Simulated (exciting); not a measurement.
# AgBr (Fm-3m) in exciting: single point with PBE

Aim: the single point of AgBr with PBE.

All numbers are computed with exciting (release sodium); they aren't measurements. Logs are shortened: lines on timing, memory, paths and dates and some standing lists are left out, and cuts for length are marked.

## 1. Starting point

It takes space group Fm-3m (No. 225, cubic). Conventional cell: a = 5.740 Å, b = 5.740 Å, c = 5.740 Å, α = 90.00°, β = 90.00°, γ = 90.00°. Ag (site symmetry m-3m) is surrounded by 6 Br at 2.87 Å. Br (site symmetry m-3m) has 6 Ag at 2.87 Å as nearest neighbours.

## 2. Single point, PBE

input.xml

```xml
<input>
  <title>AgBr</title>
  <structure speciespath="./" tshift="false">
    <crystal scale="1">
      <basevect>0.000000000000 5.423797436595 5.423797436595</basevect>
      <basevect>5.423797436595 0.000000000000 5.423797436595</basevect>
      <basevect>5.423797436595 5.423797436595 0.000000000000</basevect>
    </crystal>
    <species speciesfile="Ag.xml" rmt="2.3">
      <atom coord="0.000000000000 0.000000000000 0.000000000000"/>
    </species>
    <species speciesfile="Br.xml" rmt="2">
      <atom coord="0.500000000000 0.500000000000 0.500000000000"/>
    </species>
  </structure>
  <groundstate do="fromscratch" ngridk="8 8 8" rgkmax="9" gmaxvr="14" lmaxapw="10" lmaxmat="10" lmaxvr="8" xctype="GGA_PBE" stype="Gaussian" swidth="0.00040424" nempty="14" ValenceRelativity="iora*" epsengy="1e-05" epspot="1e-05" maxscl="60" tforce="true" outputlevel="normal"/>
  <properties>
    <chargedensityplot>
      <plot3d>
        <box grid="21 21 21">
          <origin coord="0 0 0"/>
          <point coord="1 0 0"/>
          <point coord="0 1 0"/>
          <point coord="0 0 1"/>
        </box>
      </plot3d>
    </chargedensityplot>
    <elfplot>
      <plot3d>
        <box grid="21 21 21">
          <origin coord="0 0 0"/>
          <point coord="1 0 0"/>
          <point coord="0 1 0"/>
          <point coord="0 0 1"/>
        </box>
      </plot3d>
    </elfplot>
    <exccplot>
      <plot3d>
        <box grid="21 21 21">
          <origin coord="0 0 0"/>
          <point coord="1 0 0"/>
          <point coord="0 1 0"/>
          <point coord="0 0 1"/>
        </box>
      </plot3d>
    </exccplot>
  </properties>
</input>
```

Potentials or basis: all-electron LAPW+lo, shipped species files, valence relativity iora*.

Launch:

```sh
$ OMP_NUM_THREADS=1 exciting_smp
```

INFO.OUT:

```text
================================================================================
EXCITING SODIUM started
[... 10 lines left out ...]

 Lattice vectors (cartesian) :
      0.0000000000      5.4237974366      5.4237974366
      5.4237974366      0.0000000000      5.4237974366
      5.4237974366      5.4237974366      0.0000000000

 Reciprocal lattice vectors (cartesian) :
     -0.5792238170      0.5792238170      0.5792238170
      0.5792238170     -0.5792238170      0.5792238170
      0.5792238170      0.5792238170     -0.5792238170

 Unit cell volume                           :     319.1099751633
 Brillouin zone volume                      :       0.7773188955

 Species :    1 (Ag)
     parameters loaded from                 :    Ag.xml
     name                                   :    silver
     nuclear charge                         :     -47.00000000
     electronic charge                      :      47.00000000
     atomic mass                            :  196631.69970000
     muffin-tin radius                      :       2.30000000
     # of radial points in muffin-tin       :     400

     atomic positions (lattice) :
       1 :   0.00000000  0.00000000  0.00000000

 Species :    2 (Br)
     parameters loaded from                 :    Br.xml
     name                                   :    bromine
     nuclear charge                         :     -35.00000000
     electronic charge                      :      35.00000000
     atomic mass                            :  145656.08150000
     muffin-tin radius                      :       2.00000000
     # of radial points in muffin-tin       :     350

     atomic positions (lattice) :
       1 :   0.50000000  0.50000000  0.50000000

 Total number of atoms per unit cell        :       2

 Spin treatment                             :    spin-unpolarised

 Number of Bravais lattice symmetries       :      48
 Number of crystal symmetries               :      48

 k-point grid                               :       8    8    8
 Total number of k-points                   :      29
 k-point set is reduced with crystal symmetries

 R^MT_min * |G+k|_max (rgkmax)              :       9.00000000
 Species with R^MT_min                      :       2 (Br)
 Maximum |G+k| for APW functions            :       4.50000000
 Maximum |G| for potential and density      :      14.00000000

 G-vector grid sizes                        :      36    36    36
 Total number of G-vectors                  :   14841

 Maximum angular momentum used for
     APW functions                          :      10
     computing H and O matrix elements      :      10
     potential and density                  :       8
     inner part of muffin-tin               :       2

 Total nuclear charge                       :     -82.00000000
 Total electronic charge                    :      82.00000000
 Total core charge                          :      46.00000000
 Total valence charge                       :      36.00000000

 Number of empty states                     :      14
 Total number of valence states             :      33

 Maximum Hamiltonian size                   :     559
 Maximum number of plane-waves              :     531
 Total number of local-orbitals             :      28

 Exchange-correlation type                  :      20
     Perdew-Burke-Ernzerhof, Phys. Rev. Lett. 77, 3865 (1996)
     Generalised gradient approximation (GGA)

 Smearing scheme                            :    Gaussian
 Smearing width                             :       0.00040424

 Using multisecant Broyden potential mixing
[... 16 lines left out ...]
+ SCF iteration number :    1                                                  +
++++++++++++++++++++++++++++++++++++++++++++++++++++++++++++++++++++++++++++++++
 Total energy                               :     -7923.76477208
 _______________________________________________________________
 Fermi energy                               :         0.17551713
 Kinetic energy                             :      8236.50658868
 Coulomb energy                             :    -15918.46604134
 Exchange energy                            :      -237.57397435
 Correlation energy                         :        -4.23134507
[... 475 lines left out ...]
 RMS change in effective potential (target) :  0.878531E-10  ( 0.100000E-04)
 Absolute change in total energy   (target) :  0.729921E-06  ( 0.100000E-04)
 Charge distance                   (target) :  0.348350E-09  ( 0.100000E-04)
 Abs. change in max-nonIBS-force   (target) :   0.00000      ( 0.500000E-04)

++++++++++++++++++++++++++++++++++++++++++++++++++++++++++++++++++++++++++++++++
| Convergency criteria checked for the last 2 iterations                       +
| Convergence targets achieved. Performing final SCF iteration                 +
++++++++++++++++++++++++++++++++++++++++++++++++++++++++++++++++++++++++++++++++
 Total energy                               :     -7923.97794503
 _______________________________________________________________
 Fermi energy                               :         0.17864798
 Kinetic energy                             :      8235.98336565
 Coulomb energy                             :    -15918.14584930
 Exchange energy                            :      -237.58284460
 Correlation energy                         :        -4.23261678

 DOS at Fermi energy (states/Ha/cell)       :         0.00000000

 Electron charges :
     core                                   :        46.00000000
     core leakage                           :         0.00038086
     valence                                :        36.00000000
     interstitial                           :         4.61068584
     charge in muffin-tin spheres :
                  atom     1    Ag          :        45.20767037
                  atom     2    Br          :        32.18164379
     total charge in muffin-tins            :        77.38931416
     total charge                           :        82.00000000

 Estimated fundamental gap                  :         0.02490597
        valence-band maximum at    5      0.5000  0.0000  0.0000
     conduction-band minimum at    1      0.0000  0.0000  0.0000

++++++++++++++++++++++++++++++++++++++++++++++++++++++++++++++++++++++++++++++++
+ Self-consistent loop stopped                                                 +
++++++++++++++++++++++++++++++++++++++++++++++++++++++++++++++++++++++++++++++++
 STATE.OUT is written

--------------------------------------------------------------------------------
- Writing atomic positions and forces                                          -
--------------------------------------------------------------------------------

 Atomic positions (lattice) :
 atom     1  Ag  :     0.00000000    0.00000000    0.00000000
 atom     2  Br  :     0.50000000    0.50000000    0.50000000

 Total atomic forces including IBS (cartesian) :
 atom     1  Ag  :     0.00000000    0.00000000    0.00000000
 atom     2  Br  :     0.00000000   -0.00000000   -0.00000000

 Atomic force components including IBS (cartesian) :
 atom     1  Ag  :     0.00000000   -0.00000000   -0.00000000   HF force
                 :     0.00000000   -0.00000000   -0.00000000   core correction
                 :    -0.00000000    0.00000000    0.00000000   IBS correction
 atom     2  Br  :    -0.00000000    0.00000000    0.00000000   HF force
                 :    -0.00000000    0.00000000    0.00000000   core correction
                 :     0.00000000   -0.00000000   -0.00000000   IBS correction

********************************************************************************
[... 7 lines left out ...]
| EXCITING SODIUM stopped                                                      =
================================================================================
```

It took 3.5 min on 1 thread of Arm Neoverse V1, shared host; peak memory 0.14 GiB.

What came out:

| Property | Result |
| --- | --- |
| Free energy | -215622.4245 eV |
| Band gap on the k mesh | 0.68 eV, indirect (least direct gap 2.61 eV) |
| All electrons inside the program's atomic spheres | Ag 45.21; Br 32.18 (radii Ag 2.3, Br 2.0 bohr) |

Levels at points of the mesh, in eV from the valence-band top:
```tsv
k point	band 15	band 16	band 17	band 18	band 19	band 20	band 21	band 22
(0.00, 0.00, 0.00)	-2.80	-1.93	-1.93	-1.93	0.68	9.95	9.95	9.95
(0.50, 0.00, 0.00)	-2.50	-2.15	0.00	0.00	3.75	6.60	6.78	6.78
(0.50, 0.50, 0.00)	-2.64	-2.39	-2.39	-2.29	1.60	7.08	9.08	11.06
```
